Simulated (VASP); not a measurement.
Wanted: the native input for a VASP 6.6.1 run.

| Item | Value |
| --- | --- |
| Task | density of states |
| Functional | PBEsol |
| Potentials or basis | VASP PAW PBE potentials, release 64 (Ti_sv, Te) |
| Cutoff | 520 eV |
| k mesh | 7 × 7 × 7 |
| Occupations | gaussian, width 0.02 eV |
| Spin | no spin polarisation |
| k mesh for the DOS | 11 × 11 × 11 |
| Occupations for the DOS | tetrahedron |
| Further INCAR settings | ALGO = Fast; EDIFF = 1e-06 |

The system is TiTe.

```xyz
2
Lattice="0.0000 3.3106 3.3106 3.3106 0.0000 3.3106 3.3106 3.3106 0.0000" Properties=species:S:1:pos:R:3 pbc="T T T"
Ti    0.0000    0.0000    0.0000
Te    1.6553    1.6553    1.6553
```

The cell comes from a database or a generator and needn't be the stable form of this composition.

The input as run:

POSCAR

```
TiTe
1.0
    0.0000000000      3.3105989600      3.3105989600
    3.3105989600      0.0000000000      3.3105989600
    3.3105989600      3.3105989600      0.0000000000
Ti Te
1 1
Direct
    0.0000000000      0.0000000000      0.0000000000
    0.2500000000      0.2500000000      0.2500000000
```

INCAR.step1

```
SYSTEM = TiTe
  ALGO = Fast
  EDIFF = 1E-6
  ENCUT = 520
  GGA = PS
  ISIF = 2
  ISMEAR = 0
  LASPH = .TRUE.
  LCHARG = .TRUE.
  LMAXMIX = 4
  LREAL = .FALSE.
  LWAVE = .FALSE.
  NELM = 80
  PREC = Accurate
  SIGMA = 0.02
```

KPOINTS.step1

```
k-points
0
G
  7 7 7
  0 0 0
```

INCAR.step2

```
SYSTEM = TiTe
  ALGO = Fast
  EDIFF = 1E-6
  ENCUT = 520
  GGA = PS
  ICHARG = 11
  ISIF = 2
  ISMEAR = -5
  LASPH = .TRUE.
  LCHARG = .FALSE.
  LMAXMIX = 4
  LORBIT = 11
  LREAL = .FALSE.
  LWAVE = .FALSE.
  NEDOS = 2001
  NELM = 80
  PREC = Accurate
  SIGMA = 0.02
```

KPOINTS.step2

```
k-points
0
G
  11 11 11
  0 0 0
```

Potentials or basis: VASP PAW PBE potentials, release 64 (Ti_sv, Te).

Launch:

```sh
$ cat potpaw_PBE.64/Ti_sv/POTCAR potpaw_PBE.64/Te/POTCAR > POTCAR
$ cp INCAR.step1 INCAR
$ cp KPOINTS.step1 KPOINTS
$ mpirun -np 1 vasp_std > vasp.out
$ cp INCAR.step2 INCAR
$ cp KPOINTS.step2 KPOINTS
$ mpirun -np 1 vasp_std > vasp.out
```

Results of the run:

- Valence electrons inside the program's atomic spheres: Ti 10.07; Te 3.42

Run time: 77 s on 1 thread of Intel(R) Xeon(R) Platinum 8559C (Emerald Rapids) (shared host), peak memory 0.22 GiB.
